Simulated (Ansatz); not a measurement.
**GaN: the cell at several levels of theory**

The task here is to estimate one member of a computed series from the others.

The runs shown are made with Ansatz 0.2.0. PAW datasets, plane waves, zero pressure. No spin polarisation and no zero-point or thermal motion.

## The system as given

This is the cell as the run starts from it, not yet at rest; its lengths are not the crystal's.

Space group Fm-3m (No. 225), cubic; conventional cell a = 3.985 Å, 7.91 Å³ an atom. Near Ga stand 6 N at 1.99 Å; near N stand 6 Ga at 1.99 Å.

The structure in full:

```
Ga N
1.0
     0.00000    1.99250    1.99250
     1.99250    0.00000    1.99250
     1.99250    1.99250    0.00000
Ga N
1 1
Direct
  0.50000 0.50000 0.50000
  0.00000 0.00000 0.00000
```

The first run:

input.yaml reads:

```yaml
crystal:
  lattice:
    - [0.0, 1.9925, 1.9925]
    - [1.9925, 0.0, 1.9925]
    - [1.9925, 1.9925, 0.0]
  atoms:
    - { symbol: Ga, position: [0.5, 0.5, 0.5] }
    - { symbol: "N", position: [0.0, 0.0, 0.0] }
kpoints:
  mp_grid: { grid: [10, 10, 10] }
hamiltonian:
  xc: pbe
scf:
  occupations: { method: fermi_dirac, width: 0.02 }
relax:
  f_tol: 0.005
  cell: {}
```

Started as:

```
ansatz run input.yaml --threads 2 --pin off --max-ram 2211MiB --backend cpu --events-out ev --progress --plain --runs-dir out
```

Among the steps run: PBE: cell and atoms; Relaxation with r2SCAN; PBEsol: cell and atoms; Relaxing with LDA; HSE06: cell and atoms.

One table of the session follows, with a row left open; its other results are not shown here.

It belongs to the step «The cells side by side». 

| level | a (Å) | volume (Å³/atom) |
| --- | --- | --- |
| PBE | 4.268 | 9.719 |
| r2SCAN | 4.217 | 9.374 |
| PBEsol | ? | ? |
| LDA | 4.181 | 9.136 |
| HSE06 | 4.209 | 9.318 |

Estimate the missing values for PBEsol.

As computed: a (Å): 4.219; volume (Å³/atom): 9.390. In the column «a (Å)» it lies between r2SCAN (4.217) and PBE (4.268).

The volume runs from LDA (least) to PBE (most), a spread of 6.4 %, or 2.1 % in length if all axes shared it alike. The meshes differ: PBE 10×10×10, r2SCAN 10×10×10, PBEsol 10×10×10, LDA 10×10×10, HSE06 6×6×6.
